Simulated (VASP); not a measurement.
Wanted: the native input for a VASP 6.6.1 run.

```
Task                   : single point
Functional             : PBE
Potentials or basis    : VASP PAW PBE potentials, release 64 (Nb_sv)
Cutoff                 : 520 eV
k mesh                 : 10 × 10 × 10
Occupations            : fermi-dirac, width 0.05 eV
Spin                   : no spin polarisation
Further INCAR settings : ALGO = Normal; EDIFF = 1e-07; NBANDS = 12
```

The structure of Nb lies in POSCAR:

```
Nb
1.0
    2.7196400000      0.0000000000      0.0000000000
    0.0000000000      2.7196400000      0.0000000000
    0.0000000000      0.0000000000      2.7196400000
Nb
1
Direct
    0.5000000000      0.5000000000      0.5000000000
```

The cell was built by a generator and needn't be a form met in nature.

The input as run:

INCAR

```
PREC = Accurate ; ENCUT = 520
EDIFF = 1E-7 ; ISMEAR = -1
SIGMA = 0.05 ; LREAL = F
LASPH = T ; NELM = 60
ALGO = Normal ; ISIF = 2
LWAVE = F ; LCHARG = T
GGA = PE ; LELF = T
LVHAR = T ; NBANDS = 12
```

KPOINTS

```
regular mesh
0
Gamma
  10 10 10
```

Potentials or basis: VASP PAW PBE potentials, release 64 (Nb_sv).

The run is started by

```sh
$ cat potpaw_PBE.64/Nb_sv/POTCAR > POTCAR
$ mpirun -np 1 vasp_std > vasp.out
```

Results of the run:

```yaml
Pressure: 0.3 GPa
Band_gap_on_the_k_mesh: none (metal or under the smearing width)
```

Wall time 5.4 s on 1 thread of Intel(R) Xeon(R) 6975P-C (Granite Rapids), with other jobs on the host, peak memory 0.13 GiB.
